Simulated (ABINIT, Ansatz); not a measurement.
# SnO2 (P-3m1): modes at Γ and the response to a field

Which modes does SnO2 (P-3m1) have at the zone centre?

Main program and level: ABINIT 10.8.3; DFT LDA, scalar-relativistic, plane waves, PseudoDojo norm-conserving pseudopotentials.

The structure was built from a prototype and need not be the compound's stable phase.

## (1) The starting structure

The structure is trigonal, space group P-3m1 (No. 164). Conventional cell: a = 3.181 Å, b = 3.181 Å, c = 4.457 Å, α = 90.00°, β = 90.00°, γ = 120.00°. Sn has 6 O at 2.09 Å nearest. O has 3 Sn at 2.09 Å nearest. Farther neighbours and most contacts between anions are not listed.

## (2) Relaxation

The harmonic expansion needs vanishing forces, and a free crystal bears no stress, so cell and atoms are brought to rest. Stress is more sensitive to the basis than forces are: the last 3 Ha under the cutoff are smoothed with ecutsm, and the cutoff is raised above that of the later runs.

The starting cell comes from a relaxation made beforehand in Ansatz (LDA, PseudoDojo NC).

File relax.abi:

```
# relaxation
ionmov 2
optcell 2
dilatmx 1.08
ntime 40
tolmxf 1.0d-05
tolvrs 1.0d-14
prtwf 0
prtden 0
chksymtnons 0

# basis, mesh and filling
ecut 44.0
ecutsm 3.0
ngkpt 9 9 6
nshiftk 1
shiftk 0.0 0.0 0.0
istwfk *1
occopt 1
nband 13
nstep 100
diemac 9.0
prtebands 0
prtgsr 0
useylm 1

# cell and atoms
acell 3*1.0 Angstrom
rprim 
    3.18109318 0.0 0.0
    -1.59054659 2.754907505 0.0
    0.0 0.0 4.457345439
ntypat 2
znucl 50 8
natom 3
typat 1 2 2
xred 
    0.0 0.0 0.0
    1/3 2/3 0.2215160675
    2/3 1/3 0.7784839325
pp_dirpath "./pseudo"
pseudos "Sn.upf, O.upf"
```

On the command line:

```
$ OMP_NUM_THREADS=1 mpirun -n 4 abinit relax.abi > relax.log
```

Numbers of over 12 decimals in the logs are rounded to 6 here.

relax.abo, the main output file:

```text
[banners, grids, parts of the stress and lines that vanish by symmetry left out]
- input  file    -> relax.abi
- output file    -> relax.abo
- root for input  files -> relaxi
[...]
Symmetries : space group P-3 m 1 (#164); Bravais hP (primitive hexag.)
[...]
mpw =        4653          nfft =       96000          nkpt =          62
[...]
== DATASET  1 ==================================================================
[...]
cutoff_energies: {ecut:  44.0, pawecutdg:  -1.0, }
[...]
ETOT  1  -110.67871341769    -1.107E+02 3.099E-01 4.837E+02
 ETOT  2  -111.57439519827    -8.957E-01 8.244E-02 8.347E+01
 ETOT  3  -111.59081350612    -1.642E-02 6.251E-02 4.001E+01
 ETOT  4  -111.59656930433    -5.756E-03 1.179E-03 9.212E+00
 ETOT  5  -111.59814758397    -1.578E-03 3.927E-05 1.545E-02
[...]
At SCF step   19       vres2   =  1.14E-15 < tolvrs=  1.00E-14 =>converged.
[...]
sigma(1 1)= -6.18740349E-07  sigma(3 2)=  0.00000000E+00
  sigma(2 2)= -6.18731965E-07  sigma(3 1)=  0.00000000E+00
  sigma(3 3)= -6.52104148E-07  sigma(2 1)=  0.00000000E+00
[...]
convergence: {deltae: -1.734E-12, res2:  1.137E-15, residm:  6.676E-14, diffor: null, }
etotal    :  -1.11598159E+02
[...]
ETOT  1  -111.59815880062    -1.116E+02 8.408E-11 3.158E-03
[...]
At SCF step   11       vres2   =  1.06E-16 < tolvrs=  1.00E-14 =>converged.
[...]
sigma(1 1)= -1.26763675E-07  sigma(3 2)=  0.00000000E+00
  sigma(2 2)= -1.26755292E-07  sigma(3 1)=  0.00000000E+00
  sigma(3 3)= -3.31906294E-07  sigma(2 1)=  0.00000000E+00
[...]
convergence: {deltae: -8.527E-13, res2:  1.065E-16, residm:  2.863E-17, diffor: null, }
etotal    :  -1.11598159E+02
[...]
ETOT  1  -111.59815884927    -1.116E+02 4.986E-11 2.009E-03
[...]
At SCF step   10       vres2   =  6.28E-16 < tolvrs=  1.00E-14 =>converged.
[...]
sigma(1 1)=  2.09316540E-07  sigma(3 2)=  0.00000000E+00
  sigma(2 2)=  2.09324923E-07  sigma(3 1)=  0.00000000E+00
  sigma(3 3)= -4.79701495E-08  sigma(2 1)=  0.00000000E+00
[...]
convergence: {deltae: -2.359E-12, res2:  6.284E-16, residm:  3.243E-18, diffor: null, }
etotal    :  -1.11598159E+02
[...]
ETOT  1  -111.59815892270    -1.116E+02 1.703E-11 1.189E-04
[...]
At SCF step    9       vres2   =  3.07E-15 < tolvrs=  1.00E-14 =>converged.
[...]
sigma(1 1)=  2.27733588E-07  sigma(3 2)=  0.00000000E+00
  sigma(2 2)=  2.27741971E-07  sigma(3 1)=  0.00000000E+00
  sigma(3 3)=  4.31218916E-08  sigma(2 1)=  0.00000000E+00
[...]
convergence: {deltae: -2.061E-12, res2:  3.070E-15, residm:  1.377E-17, diffor: null, }
etotal    :  -1.11598159E+02
[...]
ETOT  1  -111.59815890870    -1.116E+02 1.421E-10 1.514E-04
[...]
sigma(1 1)=  1.03243546E-07  sigma(3 2)=  0.00000000E+00
  sigma(2 2)=  1.03251929E-07  sigma(3 1)=  0.00000000E+00
[...]
convergence: {deltae: -8.811E-13, res2:  7.161E-16, residm:  1.266E-16, diffor: null, }
etotal    :  -1.11598159E+02
[...]
ETOT  1  -111.59815892856    -1.116E+02 4.299E-10 4.886E-05
[...]
convergence: {deltae: -2.260E-12, res2:  4.470E-15, residm:  1.269E-17, diffor: null, }
etotal    :  -1.11598159E+02
[...]
ETOT  1  -111.59815893006    -1.116E+02 5.040E-08 3.645E-05
[...]
convergence: {deltae:  3.894E-12, res2:  1.757E-15, residm:  4.872E-18, diffor: null, }
etotal    :  -1.11598159E+02
[...]
ETOT  1  -111.59815892583    -1.116E+02 1.031E-07 6.418E-05
[...]
convergence: {deltae:  3.681E-12, res2:  8.516E-17, residm:  3.268E-17, diffor: null, }
etotal    :  -1.11598159E+02
[...]
ETOT  1  -111.59815890070    -1.116E+02 5.137E-09 2.213E-04
[...]
convergence: {deltae:  2.231E-12, res2:  1.643E-15, residm:  1.415E-16, diffor: null, }
etotal    :  -1.11598159E+02
[...]
ETOT  1  -111.59815886628    -1.116E+02 5.758E-10 4.832E-04
[...]
convergence: {deltae:  4.761E-12, res2:  3.574E-15, residm:  1.253E-16, diffor: null, }
etotal    :  -1.11598159E+02
[...]
ETOT  1  -111.59815889487    -1.116E+02 1.715E-10 4.160E-04
[...]
At SCF step    9       vres2   =  2.40E-15 < tolvrs=  1.00E-14 =>converged.
[...]
sigma(2 2)= -1.05485060E-07  sigma(3 1)=  0.00000000E+00
  sigma(3 3)= -4.49062260E-08  sigma(2 1)=  0.00000000E+00
[...]
convergence: {deltae: -3.553E-12, res2:  2.400E-15, residm:  8.219E-16, diffor: null, }
etotal    :  -1.11598159E+02
[...]
ETOT  1  -111.59815893354    -1.116E+02 4.078E-12 7.734E-05
[...]
ETOT  7  -111.59815893677    -1.549E-12 1.574E-15 4.934E-13
 ETOT  8  -111.59815893677    -1.378E-12 2.442E-16 7.166E-15
 At SCF step    8       vres2   =  7.17E-15 < tolvrs=  1.00E-14 =>converged.
[...]
sigma(1 1)= -2.26019422E-08  sigma(3 2)=  0.00000000E+00
  sigma(2 2)= -2.25935563E-08  sigma(3 1)=  0.00000000E+00
  sigma(3 3)= -1.45312995E-08  sigma(2 1)=  0.00000000E+00
[...]
convergence: {deltae: -1.378E-12, res2:  7.166E-15, residm:  2.442E-16, diffor: null, }
etotal    :  -1.11598159E+02
[...]
At Broyd/MD step  12, gradients are converged :
[...]
sigma(1 1)= -2.26019422E-08  sigma(3 2)=  0.00000000E+00
  sigma(2 2)= -2.25935563E-08  sigma(3 1)=  0.00000000E+00
  sigma(3 3)= -1.45312995E-08  sigma(2 1)=  0.00000000E+00
[...]
- sigma(1 1)= -6.64972096E-04  sigma(3 2)=  0.00000000E+00
- sigma(2 2)= -6.64725375E-04  sigma(3 1)=  0.00000000E+00
- sigma(3 3)= -4.27525593E-04  sigma(2 1)=  0.00000000E+00
[...]
fcart     -1.9111313713E-27 -1.1033922119E-27 -0.0000000000E+00
           strten     -2.2601942158E-08 -2.2593556262E-08 -1.4531299539E-08
================================================================================

[key lines of the parts left out:]
pressure_GPa:   5.8574E-04
Total energy (etotal) [Ha]= -1.11598158936772E+02
```

It took 8.3 min on 4 MPI ranks of Intel Xeon Platinum 8375C at 2.90GHz (Ice Lake), shared host; 33 min of CPU time.

Little changed from the start: no atom moved by 0.005 Å and no cell edge by 0.1 %.

Read from the output:

```yaml
volume_per_atom: 13.02 Å³
pressure: 5.86e-4 GPa
```

## (3) Ground state

The response is built on these wavefunctions, so the potential is converged far more tightly than an energy would need. The mesh is shifted off Γ, since shifted meshes converge sums over the zone faster.

File gs.abi:

```
# ground state
tolvrs 1.0d-16
prtden 1
prtwf 1

# basis, mesh and filling
ecut 36.0
ngkpt 9 9 6
nshiftk 1
shiftk 0.0 0.0 0.5
istwfk *1
occopt 1
nband 13
nstep 100
diemac 9.0
prtebands 0
prtgsr 0
useylm 1

# cell and atoms
acell 3*1.0 Angstrom
rprim 
    3.181108205 0.0 0.0
    -1.590554103 2.754920518 0.0
    0.0 0.0 4.456859523
ntypat 2
znucl 50 8
natom 3
typat 1 2 2
xred 
    0.0 0.0 0.0
    1/3 2/3 0.2215813156
    2/3 1/3 0.7784186844
pp_dirpath "./pseudo"
pseudos "Sn.upf, O.upf"
```

On the command line:

```
$ OMP_NUM_THREADS=1 mpirun -n 4 abinit gs.abi > gs.log
```

gs.abo, the main output file:

```text
[banners, grids, parts of the stress and lines that vanish by symmetry left out]
- input  file    -> gs.abi
- output file    -> gs.abo
- root for input  files -> gsi
[...]
Symmetries : space group P-3 m 1 (#164); Bravais hP (primitive hexag.)
[...]
mpw =        2736          nfft =       62208          nkpt =          57
[...]
== DATASET  1 ==================================================================
[...]
cutoff_energies: {ecut:  36.0, pawecutdg:  -1.0, }
[...]
ETOT  1  -110.78177752573    -1.108E+02 3.325E-01 2.817E+02
 ETOT  2  -111.57746043343    -7.957E-01 1.655E-01 3.460E+01
 ETOT  3  -111.59076259724    -1.330E-02 2.859E-03 2.356E+01
 ETOT  4  -111.59418968179    -3.427E-03 5.204E-04 1.265E+01
 ETOT  5  -111.59743065238    -3.241E-03 7.358E-05 6.923E-03
[...]
ETOT 19  -111.59744649980     2.558E-13 2.377E-15 3.717E-15
 ETOT 20  -111.59744649980    -3.553E-13 4.601E-16 7.323E-18
 At SCF step   20       vres2   =  7.32E-18 < tolvrs=  1.00E-16 =>converged.
[...]
sigma(1 1)=  3.28870214E-05  sigma(3 2)=  0.00000000E+00
  sigma(2 2)=  3.28870179E-05  sigma(3 1)=  0.00000000E+00
  sigma(3 3)=  3.50421516E-05  sigma(2 1)=  3.06460937E-12
[...]
convergence: {deltae: -3.553E-13, res2:  7.323E-18, residm:  4.601E-16, diffor: null, }
etotal    :  -1.11597446E+02
[...]
sigma(1 1)=  3.28870214E-05  sigma(3 2)=  0.00000000E+00
  sigma(2 2)=  3.28870179E-05  sigma(3 1)=  0.00000000E+00
  sigma(3 3)=  3.50421516E-05  sigma(2 1)=  3.06460937E-12
[...]
- sigma(1 1)=  9.67569575E-01  sigma(3 2)=  0.00000000E+00
- sigma(2 2)=  9.67569473E-01  sigma(3 1)=  0.00000000E+00
- sigma(3 3)=  1.03097570E+00  sigma(2 1)=  9.01639204E-08
[...]
fcart      1.1944571064E-27  3.7239487123E-27 -0.0000000000E+00
           strten      3.2887021399E-05  3.2887017931E-05  3.5042151636E-05
================================================================================

[key lines of the parts left out:]
pressure_GPa:  -9.8870E-01
```

Run time: 47 s. Hardware: 4 MPI ranks; 3.1 min of CPU time.

This step gave:

```yaml
pressure: -0.9887 GPa
```

The cell stands at -0.99 GPa: the relaxation ran with a smoothed and higher cutoff and on another k mesh.

## (4) Empty bands

Empty bands on the ground state's density check that the gap assumed so far is there in this cell.

File gap.abi:

```
# empty bands on the ground state's density
iscf -2
getden_filepath "gso_DEN"
tolwfr 1.0d-12
nbdbuf 2
prtwf 0

# basis, mesh and filling
ecut 36.0
ngkpt 9 9 6
nshiftk 1
shiftk 0.0 0.0 0.0
istwfk *1
occopt 1
nband 17
nstep 100
diemac 9.0
prtebands 0
prtgsr 0
useylm 1

# cell and atoms
acell 3*1.0 Angstrom
rprim 
    3.181108205 0.0 0.0
    -1.590554103 2.754920518 0.0
    0.0 0.0 4.456859523
ntypat 2
znucl 50 8
natom 3
typat 1 2 2
xred 
    0.0 0.0 0.0
    1/3 2/3 0.2215813156
    2/3 1/3 0.7784186844
pp_dirpath "./pseudo"
pseudos "Sn.upf, O.upf"
```

On the command line:

```
$ OMP_NUM_THREADS=1 mpirun -n 4 abinit gap.abi > gap.log
```

gap.abo, the main output file:

```text
[banners, grids, parts of the stress and lines that vanish by symmetry left out]
- input  file    -> gap.abi
- output file    -> gap.abo
- root for input  files -> gapi
[...]
Symmetries : space group P-3 m 1 (#164); Bravais hP (primitive hexag.)
[...]
mpw =        2736          nfft =       62208          nkpt =          62
[...]
== DATASET  1 ==================================================================
[...]
cutoff_energies: {ecut:  36.0, pawecutdg:  -1.0, }
[...]
-outvars: echo values of variables after computation
            acell      1.8897261259E+00  1.8897261259E+00  1.8897261259E+00 Bohr
================================================================================
```

Run time: 22 s. Hardware: 4 MPI ranks.

Numbers from this step:

- gap on the k-mesh: 1.870 eV

In this cell the gap on the mesh is 1.9 eV, indirect (smallest direct 1.9 eV), so fixed occupations hold.

## (5) Linear response at Γ

The derivative of the wavefunctions by k comes first, since the response to a field is built on it; then the field and the displacements that symmetry doesn't supply are solved at q = 0.

It reads the wavefunctions written in step 3.

File dfpt_gamma.abi:

```
ndtset 2

# common to the responses
getwfk_filepath "gso_WFK"
kptopt 2
nqpt 1
qpt 0.0 0.0 0.0
asr 0
chneut 0

# d/dk
rfelfd1 2
rfdir1 1 1 1
iscf1 -3
tolwfr1 1.0d-20

# displacements, field
rfphon2 1
rfatpol2 1 3
rfdir2 1 1 1
rfelfd2 3
getddk2 1
tolvrs2 1.0d-10
prtwf2 0

# basis, mesh and filling
ecut 36.0
ngkpt 9 9 6
nshiftk 1
shiftk 0.0 0.0 0.5
istwfk *1
occopt 1
nband 13
nstep 100
diemac 9.0
prtebands 0
prtgsr 0
useylm 1

# cell and atoms
acell 3*1.0 Angstrom
rprim 
    3.181108205 0.0 0.0
    -1.590554103 2.754920518 0.0
    0.0 0.0 4.456859523
ntypat 2
znucl 50 8
natom 3
typat 1 2 2
xred 
    0.0 0.0 0.0
    1/3 2/3 0.2215813156
    2/3 1/3 0.7784186844
pp_dirpath "./pseudo"
pseudos "Sn.upf, O.upf"
```

On the command line:

```
$ OMP_NUM_THREADS=1 mpirun -n 4 abinit dfpt_gamma.abi > dfpt_gamma.log
```

dfpt_gamma.abo, the main output file:

```text
[banners, grids, parts of the stress and lines that vanish by symmetry left out]
- input  file    -> dfpt_gamma.abi
- output file    -> dfpt_gamma.abo
- root for input  files -> dfpt_gammai
[...]
DATASET    1 : space group P-3 m 1 (#164); Bravais hP (primitive hexag.)
[...]
nfft =       62208          nkpt =         243
[...]
DATASET    2 : space group P-3 m 1 (#164); Bravais hP (primitive hexag.)
[...]
nfft =       62208          nkpt =         243
[...]
== DATASET  1 ==================================================================
[...]
cutoff_energies: {ecut:  36.0, pawecutdg:  -1.0, }
[...]
-  8.00000   6.00000  201201                  znucl, zion, pspdat
[...]
Perturbation : derivative vs k along direction   1
[...]
-ETOT  1  -65.127347651991     -6.513E+01 1.333E+00 0.000E+00
 ETOT  2  -65.471033491958     -3.437E-01 5.295E-02 0.000E+00
 ETOT  3  -65.486778356033     -1.574E-02 7.328E-03 0.000E+00
 ETOT  4  -65.487930021264     -1.152E-03 4.715E-04 0.000E+00
 ETOT  5  -65.488038430548     -1.084E-04 6.663E-05 0.000E+00
[...]
At SCF step   29   max residual=  1.00E-20 < tolwfr=  1.00E-20 =>converged.
[...]
Perturbation : derivative vs k along direction   2
[...]
-ETOT  1  -65.124223207571     -6.512E+01 7.991E-01 0.000E+00
[...]
At SCF step   29   max residual=  1.00E-20 < tolwfr=  1.00E-20 =>converged.
[...]
Perturbation : derivative vs k along direction   3
[...]
-ETOT  1  -24.958552766159     -2.496E+01 1.441E-01 0.000E+00
[...]
At SCF step   31   max residual=  9.99E-21 < tolwfr=  1.00E-20 =>converged.
[...]
1        1       1.1729404623    0.0000000000
     1        2      -0.4063184950   -0.0000000000
     1        3       0.0000000000    0.0000000000
     2        1      -0.4063184950   -0.0000000000
     2        2       0.7037642772    0.0000000000
     2        3       0.0000000000    0.0000000000
     3        1       0.0000000000    0.0000000000
     3        2       0.0000000000    0.0000000000
     3        3       0.6276203067    0.0000000000
[...]
== DATASET  2 ==================================================================
[...]
cutoff_energies: {ecut:  36.0, pawecutdg:  -1.0, }
[...]
Perturbation : displacement of atom   1   along direction   1
[...]
-ETOT  1   9.288910     -1.206E+04 1.353E+01 9.690E+01
[...]
At SCF step   11       vres2   =  1.39E-11 < tolvrs=  1.00E-10 =>converged.
[...]
Perturbation : displacement of atom   1   along direction   3
[...]
-ETOT  1   24.091725552178     -2.401E+04 3.002E+01 2.191E+04
[...]
At SCF step   14       vres2   =  1.42E-11 < tolvrs=  1.00E-10 =>converged.
[...]
Perturbation : displacement of atom   2   along direction   1
[...]
-ETOT  1   7.192136     -2.099E+03 1.463E+00 2.174E+03
[...]
At SCF step   14       vres2   =  1.30E-11 < tolvrs=  1.00E-10 =>converged.
[...]
Perturbation : displacement of atom   2   along direction   3
[...]
-ETOT  1   14.378181182673     -4.399E+03 1.762E+00 9.486E+03
[...]
At SCF step   17       vres2   =  4.14E-11 < tolvrs=  1.00E-10 =>converged.
[...]
Perturbation : homogeneous electric field along direction   1
[...]
-ETOT  1  -107.80620315931     -1.078E+02 2.637E+01 3.362E+03
[...]
At SCF step   15       vres2   =  2.49E-11 < tolvrs=  1.00E-10 =>converged.
[...]
Perturbation : homogeneous electric field along direction   3
[...]
-ETOT  1  0.607620      6.076E-01 1.752E+01 1.276E+05
[...]
ETOT 16  -24.103540692239     -1.904E-11 2.255E-10 2.258E-10
 ETOT 17  -24.103540692243     -4.157E-12 4.950E-11 6.283E-11
 At SCF step   17       vres2   =  6.28E-11 < tolvrs=  1.00E-10 =>converged.
[...]
Dielectric tensor, in cartesian coordinates,
[...]
1    5   1    5         4.6442526465        -0.0000000000
   1    5   2    5        -0.0000000007        -0.0000000000
   1    5   3    5        -0.0000000000        -0.0000000000
   2    5   1    5        -0.0000000007        -0.0000000000
   2    5   2    5         4.6442526472        -0.0000000000
   2    5   3    5        -0.0000000000        -0.0000000000
   3    5   1    5        -0.0000000000        -0.0000000000
   3    5   2    5        -0.0000000000        -0.0000000000
   3    5   3    5         3.0647786783        -0.0000000000
  Effective charges, in cartesian coordinates,
[...]
1    1   1    5         4.5276529284         0.0000000000
   2    1   1    5        -0.0000000000         0.0000000000
   3    1   1    5         0.0000000000         0.0000000000
   1    2   1    5        -2.2646109329         0.0000000000
   2    2   1    5        -0.0000000000         0.0000000000
[...]
Effective charges, in cartesian coordinates,
[...]
2    5   1    3         0.0000000000         0.0000000000
   3    5   1    3         0.0000000000         0.0000000000
   1    5   2    3         0.0000000000         0.0000000000
   2    5   2    3        -2.2646109204         0.0000000000
   3    5   2    3         0.0000000000         0.0000000000
   1    5   3    3         0.0000000000         0.0000000000
   2    5   3    3         0.0000000000         0.0000000000
   3    5   3    3        -1.0742606342         0.0000000000
  Phonon wavevector (reduced coordinates) :  0.00000  0.00000  0.00000
 Phonon energies in Hartree :
[...]
Phonon frequencies in cm-1    :
- -2.239216E+00  1.333592E+00  1.333592E+00  4.136848E+02  4.136848E+02
-  4.629846E+02  4.668268E+02  4.668268E+02  4.978229E+02
  Phonon at Gamma, with non-analyticity in the
[...]
Phonon energies in Hartree :
[...]
Phonon frequencies in cm-1    :
- -2.239216E+00  1.333592E+00  1.334169E+00  4.136848E+02  4.629846E+02
-  4.668268E+02  4.668268E+02  4.978229E+02  6.260031E+02
  Phonon at Gamma, with non-analyticity in the
[...]
Phonon energies in Hartree :
[...]
Phonon frequencies in cm-1    :
- -2.239216E+00  1.333592E+00  1.334169E+00  4.136848E+02  4.629846E+02
-  4.668268E+02  4.668268E+02  4.978229E+02  6.260031E+02
  Phonon at Gamma, with non-analyticity in the
[...]
Phonon energies in Hartree :
[...]
Phonon frequencies in cm-1    :
- -2.239207E+00  1.333592E+00  1.333592E+00  4.136848E+02  4.136848E+02
-  4.668268E+02  4.668268E+02  4.978229E+02  5.381863E+02
[...]
fcart2     0.0000000000E+00  0.0000000000E+00  0.0000000000E+00
           strten2     0.0000000000E+00  0.0000000000E+00  0.0000000000E+00
================================================================================
```

The job ended after 20 min (4 MPI ranks).

This step gave:

```
miss of the charge sum rule                                       : 0.001569 e
largest acoustic frequency at the zone centre before the sum rule : -2.24 cm⁻¹
highest optical zone-centre mode (no LO-TO term)                  : 497.8 cm⁻¹
lowest optical zone-centre mode                                   : 413.7 cm⁻¹
mean high-frequency dielectric constant                           : 4.118
largest Born charge in size (third of the trace)                  : 3.735 e
```

Born charge (rows field, columns displacement), before the sum rule (e), principal values of the symmetric part by kind of site:

```tsv
atom	atoms with these values	low	middle	high	mean
Sn1	1	2.15	4.53	4.53	3.73
O2	2	-2.26	-2.26	-1.07	-1.87
```

In full for O2:

```
-2.26  0.00  0.00
 0.00 -2.26  0.00
 0.00  0.00 -1.07
```

High-frequency dielectric tensor:

```
4.64 0.00 0.00
0.00 4.64 0.00
0.00 0.00 3.06
```

The acoustic modes at Γ come out as far as 2.2 cm⁻¹ from zero, where they should vanish, a small numerical error; the Born charges miss their sum rule by 0.0016 e, which is good.

(Part 1 of 2 ends here.)

[Host names and launcher messages were left out of these logs when they were recorded.]

[Logs are printed without paths, hosts, clocks, repeated set-up lines and the standing remarks that a program may print on its own settings, such as how far it seeks lower states.]

[Hosts, paths, dates, database ids (printed as entryN), source tags and the programs' standing remarks are cut or masked in the printed files.]
